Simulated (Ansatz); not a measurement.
# SiNi2: the cost of one run

Computed with Ansatz 0.2.0 (DFT, PBE, plane-wave PAW, default files, scalar-relativistic, unless a step's input says otherwise).

**1. The starting structure**

The structure is hexagonal, space group P6_3/mmc (No. 194). The conventional cell has a = 3.805 Å, b = 3.805 Å, c = 4.890 Å, α = 90.00°, β = 90.00°, γ = 120.00°. Si (site symmetry -6m2) is surrounded by 11 Ni at 2.20 to 2.51 Å. Around Ni (site symmetry -3m) lie 8 Ni at 2.44 to 2.51 Å and 6 Si at 2.51 Å. Around Ni (site symmetry -6m2) lie 5 Si at 2.20 to 2.45 Å and 6 Ni at 2.51 Å.

As a file:

```xyz
6
Lattice="3.8050 0.0000 0.0000 -1.9025 3.2952 0.0000 0.0000 0.0000 4.8900" Properties=species:S:1:pos:R:3 pbc="T T T"
Si    0.0000    2.1968    3.6675
Si    1.9025    1.0984    1.2225
Ni    0.0000    0.0000    0.0000
Ni    0.0000    0.0000    2.4450
Ni    0.0000    2.1968    1.2225
Ni    1.9025    1.0984    3.6675
```

The earlier run gave: no gap over 0.1 eV on the mesh, largest force 0.000 eV/Å, pressure 18.7 GPa.

Site by site (atoms counted from 1):

| site | atoms | first shell | V_zz (10²¹ V/m²) | η | C_Q (MHz) |
| --- | --- | --- | --- | --- | --- |
| Si | 1, 2 | 11 Ni at 2.20–2.51 Å | 4.02 | 0.00 | – |
| Ni3 | 3, 4 | 8 Ni at 2.44–2.51 Å, 6 Si at 2.51 Å | -1.54 | 0.00 | -6.05 (⁶¹Ni) |
| Ni5 | 5, 6 | 5 Si at 2.20–2.45 Å, 6 Ni at 2.51 Å | 1.16 | 0.00 | 4.53 (⁶¹Ni) |

Conventions: |V_zz| ≥ |V_yy| ≥ |V_xx|, η = (V_xx − V_yy)/V_zz, C_Q = eQV_zz/h. Q values from Pyykkö, Mol. Phys. 116, 1328 (2018). A dash under C_Q marks elements without a common quadrupolar isotope.

**2. Z stretched by -3 %, ions relaxed**

Input file input.yaml:

```yaml
crystal:
  lattice:
    - [3.8050014457, 0.0, 0.0]
    - [-1.9025007228, 3.2952279134, 0.0]
    - [0.0, 0.0, 4.7433]
  atoms:
    - { symbol: Si, position: [0.3333333333, 0.6666666667, 0.75] }
    - { symbol: Si, position: [0.6666666667, 0.3333333333, 0.25] }
    - { symbol: Ni, position: [0.0, 0.0, 0.0], spin: 1.5 }
    - { symbol: Ni, position: [0.0, 0.0, 0.5], spin: 1.5 }
    - { symbol: Ni, position: [0.3333333333, 0.6666666667, 0.25], spin: 1.5 }
    - { symbol: Ni, position: [0.6666666667, 0.3333333333, 0.75], spin: 1.5 }
magnetization:
  spin_polarized: true
kpoints:
  mp_grid: { grid: [14, 14, 10] }
scf:
  occupations: { method: fermi_dirac, width: 0.05 }
hamiltonian:
  xc: pbe
  pseudopotentials: { kind: paw }
output:
  forces: true
  stress: true
  populations: true
  efg: { quadrupole_moments_barn: { Ni: 0.162 }, contact_densities: true }
relax:
  f_tol: 0.02
  max_steps: 60
```

Run with:

```
$ ansatz run input.yaml --threads 1 --pin off --max-ram 3072MiB --backend cpu --events-out ev --progress --plain --runs-dir out
```

**Question.** How long does this run take on 1 thread of Intel Xeon 6975P-C (Granite Rapids), shared host, and how much memory does it need?

About 63 s, with a peak of 1.1 GiB.
